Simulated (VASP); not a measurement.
HfC:

```
Hf C
1.0
     0.00000    2.32500    2.32500
     2.32500    0.00000    2.32500
     2.32500    2.32500    0.00000
Hf C
1 1
Direct
  0.50000 0.50000 0.50000
  0.00000 0.00000 0.00000
```

Program: VASP 6.6.1. Alike in all runs: task band structure; potentials or basis VASP PAW PBE potentials, release 64 (Hf_pv, C); cell as given; cutoff (eV) 520; smearing fermi-dirac 0.05 eV.

Problem. Order these runs on this cell by their pressure, lowest first.
A. level r2SCAN; spin off; k mesh 10 × 10 × 10
B. level revTPSS; spin off; k mesh 10 × 10 × 10
C. level SCAN; spin SOC, no magnetisation; k mesh 7 × 7 × 7

Solution. C (-6.0 GPa), B (-4.4 GPa), A (-2.5 GPa).

Caveats: the PAW data sets were made with another functional, which shifts forces and pressure a little.

Runs at the PBE level aren't shown here.
